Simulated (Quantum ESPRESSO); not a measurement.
A calculation with Quantum ESPRESSO 7.5 of C (ASE script, Cartesian positions):

File run.py:

```python
import numpy as np
from ase.calculators.espresso import Espresso, EspressoProfile
from ase.io import read

atoms = read('C.xyz')

input_data = {
    'control': {'calculation': 'scf', 'prefix': 'pwscf', 'outdir': './tmp', 'tprnfor': True, 'tstress': True, 'disk_io': 'nowf'},
    'system': {'ecutwfc': 55.0, 'ecutrho': 440.0, 'nbnd': 14, 'occupations': 'smearing', 'smearing': 'fd', 'degauss': 0.00367493},
    'electrons': {'conv_thr': 8e-10, 'electron_maxstep': 120, 'mixing_beta': 0.5},
}
pseudopotentials = {'C': 'C.pbe-n-kjpaw_psl.1.0.0.UPF'}
profile = EspressoProfile(command='pw.x', pseudo_dir='pseudo')
dft = Espresso(profile=profile, input_data=input_data, pseudopotentials=pseudopotentials, kpts=(13, 10, 4), koffset=(0, 0, 0))
atoms.calc = dft

print(f'energy {atoms.get_potential_energy():.8f} eV')
print('forces (eV/A)')
print(np.round(atoms.get_forces(), 6))
print('stress (eV/A^3, Voigt)')
print(np.round(atoms.get_stress(), 8))
print(f'Fermi level {dft.get_fermi_level():.4f} eV')
```

The input C.xyz:

```xyz
4
Lattice="-1.7498150800 1.2023247900 -0.0883863400 2.0607943100 1.7409243900 -0.0716475900 0.3819326700 -0.9353819200 -6.2663680600" Properties=species:S:1:pos:R:3 pbc="T T T"
C      0.5955501182      0.3252766689     -3.1605725717
C      1.8087038251      0.7229661340     -6.3265480139
C     -1.1133960854      1.2929431383     -0.1083975646
C      0.0949659383      1.6745485881     -3.2572857672
```

Potentials or basis: SSSP 1.3 efficiency PBE.

The run is started by

```console
$ OMP_NUM_THREADS=1 python run.py
```

Problem. Write the same calculation in another form: native input, structure typed inline.

Solution. As run:

The input pw.in:

```
&CONTROL
  calculation = 'scf'
  prefix = 'pwscf'
  outdir = './tmp'
  pseudo_dir = './pseudo'
  tprnfor = .true.
  tstress = .true.
  disk_io = 'low'
/
&SYSTEM
  ibrav = 0
  nat = 4
  ntyp = 1
  ecutwfc = 55
  ecutrho = 440
  nbnd = 14
  occupations = 'smearing'
  smearing = 'fd'
  degauss = 0.00367493
/
&ELECTRONS
  conv_thr = 8d-10
  electron_maxstep = 120
  mixing_beta = 0.5
/
ATOMIC_SPECIES
C     12.0110 C.pbe-n-kjpaw_psl.1.0.0.UPF
CELL_PARAMETERS angstrom
  -1.7498150800    1.2023247900   -0.0883863400
   2.0607943100    1.7409243900   -0.0716475900
   0.3819326700   -0.9353819200   -6.2663680600
ATOMIC_POSITIONS crystal
C      0.1674422400    0.3388446600    0.4981347300
C      0.1679222400    0.8353519700    0.9976839800
C      0.8349259300    0.1679908300    0.0036010300
C      0.8297095900    0.6578125400    0.5005802500
K_POINTS automatic
13 10 4 0 0 0
```

Contents of pp_density.in:

```
&INPUTPP
  prefix = 'pwscf'
  outdir = './tmp'
  filplot = 'density.dat'
  plot_num = 0
/
&PLOT
  nfile = 1
  filepp(1) = 'density.dat'
  iflag = 3
  output_format = 6
  fileout = 'density.cube'
/
```

Contents of pp_potential.in:

```
&INPUTPP
  prefix = 'pwscf'
  outdir = './tmp'
  filplot = 'potential.dat'
  plot_num = 11
/
&PLOT
  nfile = 1
  filepp(1) = 'potential.dat'
  iflag = 3
  output_format = 6
  fileout = 'potential.cube'
/
```

Potentials or basis: SSSP 1.3 efficiency PBE.

Launch:

```bash
$ OMP_NUM_THREADS=1 pw.x -in pw.in > pw.out
$ OMP_NUM_THREADS=1 pp.x -in pp_density.in > pp_density.out
$ OMP_NUM_THREADS=1 pp.x -in pp_potential.in > pp_potential.out
```

Both were run:

|  | ASE script, Cartesian positions | native input, structure typed inline |
| --- | --- | --- |
| Pressure | 18.1 GPa | 18.1 GPa |
| Largest force | 3.615 eV/Å | 3.615 eV/Å |
| Band gap on the k mesh | none (metal or under the smearing width) | none (metal or under the smearing width) |

Keys that steer only the numerical path or the files written may differ.

Caveat: so large a pressure means that the cell lies far from this level's equilibrium, or that cutoff or potentials fall short; forces of over 1 eV/Å show positions far from the minimum, so gaps and moduli don't describe the material at rest.
